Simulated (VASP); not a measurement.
A run of VASP 6.6.1 is set up as follows.

POSCAR

```
BN
1.0
    1.2511220000      0.7223350000      3.3729340000
   -1.2511220000      0.7223350000      3.3729340000
    0.0000000000     -1.4446710000      3.3729340000
B N
1 1
Direct
    0.9996710000      0.9996710000      0.9996710000
    0.3327620000      0.3327620000      0.3327620000
```

Contents of INCAR.step1:

```
SYSTEM = BN
ALGO = Normal
EDIFF = 1E-5
ENCUT = 520
GGA = PE
ISIF = 2
ISMEAR = 0
LASPH = .TRUE.
LREAL = .FALSE.
LWAVE = .TRUE.
NBANDS = 11
NELM = 100
PREC = Accurate
SIGMA = 0.01
```

The input INCAR.step2:

```
SYSTEM = BN
AEXX = 0.25
ALGO = Normal
EDIFF = 1E-7
ENCUT = 520
GGA = PE
HFRCUT = -1
ISIF = 2
ISMEAR = 0
ISTART = 1
LASPH = .TRUE.
LCHARG = .TRUE.
LELF = .TRUE.
LHFCALC = .TRUE.
LREAL = .FALSE.
LVHAR = .TRUE.
LWAVE = .FALSE.
NBANDS = 11
NELM = 100
PREC = Accurate
PRECFOCK = Normal
SIGMA = 0.01
```

KPOINTS

```
k-points
0
G
  3 3 3
  0 0 0
```

Potentials or basis: VASP PAW PBE potentials, release 64 (B, N).

Run with:

```sh
$ cat potpaw_PBE.64/B/POTCAR potpaw_PBE.64/N/POTCAR > POTCAR
$ cp INCAR.step1 INCAR
$ mpirun -np 1 vasp_std > vasp.out
$ cp INCAR.step2 INCAR
$ mpirun -np 1 vasp_std > vasp.out
```

(1) Estimate the band gap on the k mesh.

(2) Estimate the pressure.

Answers

(1) 7.13 eV, direct.

(2) -2.4 GPa.

Caveat: the k mesh is coarse (spacing up to 0.99 Å⁻¹), so the values aren't converged, least of all with exact exchange; the PAW data sets were made with another functional, which shifts forces and pressure a little; an odd mesh through Γ misses points on the zone boundary, where band edges often lie.
